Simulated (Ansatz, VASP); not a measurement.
# Co: VASP beside Ansatz

```
Co
1.0
    -1.33220    1.33220    1.40232
     1.33220   -1.33220    1.40232
     1.33220    1.33220   -1.40232
Co
1
Direct
  0.00000 0.00000 0.00000
```

Change from the starting cell: strain -0.050 along x and y, +0.000 along z, atoms carried along.

Alike in both runs: task single point; functional PBEsol; k mesh 24 × 24 × 24; occupations gaussian, width 0.15 eV; collinear spin.

|  | VASP | Ansatz |
| --- | --- | --- |
| version | VASP 6.6.1 | Ansatz 0.2.0 |
| potentials or method | VASP PAW PBE potentials, release 64 (Co) | scalar-relativistic, plane waves, PAW |
| plane-wave cutoff (eV) | 520 | 420 |
| valence electrons in the cell | 9 | 17 |

Ansatz gave:

```
gap on the k mesh at the Fermi level (eV)                     : none
pressure (GPa)                                                : 16.7
largest component of the traceless stress (GPa)               : 2.40
net moment per atom (μB)                                      : 1.67
size of the moment on the site where the two differ most (μB) : 1.71
```

Question: Which values does VASP return?

Answer: gap on the k mesh at the Fermi level (eV): none; pressure (GPa): 15.2; largest component of the traceless stress (GPa): 2.45; net moment per atom (μB): 1.65; size of the moment on the site where the two differ most (μB): 1.65.

Site moments also hang on the region over which each program counts them. A gap of «none» marks a metal or a gap that the smearing closes. The two sets of potentials don't hold the same shells in valence.

Caveats: so large a pressure means that the cell lies far from this level's equilibrium, or that cutoff or potentials fall short (VASP); the potentials were made for another functional, which shifts forces and pressure (VASP).
